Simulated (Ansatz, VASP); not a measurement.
**LiH in VASP and in Ansatz**

```xyz
2
Lattice="0.0000 2.0030 2.0030 2.0853 0.0000 2.0030 2.0853 2.0030 0.0000" Properties=species:S:1:pos:R:3 pbc="T T T"
Li    0.0000    0.0000    0.0000
H     2.0853    2.0030    2.0030
```

Change from the starting cell: uniaxial_x strain +4.1%.

Alike in both runs: task single point; functional PBE; k mesh 10 × 10 × 10; occupations fermi-dirac, width 0.02 eV; no spin polarisation.

|  | VASP | Ansatz |
| --- | --- | --- |
| version | VASP 6.6.1 | Ansatz 0.2.0 |
| potentials or method | VASP PAW PBE potentials, release 64 (Li_sv, H) | plane waves, PAW |
| plane-wave cutoff (eV) | 520 | 420 |
| valence electrons in the cell | 4 | 4 |

|  | VASP | Ansatz | Ansatz less VASP |
| --- | --- | --- | --- |
| gap on the k mesh at the Fermi level (eV) | 2.57 | 2.57 | +0.007 |

With one functional, cell and mesh, what is left measures potentials, basis and numerics.

 A k mesh can miss the band edges.
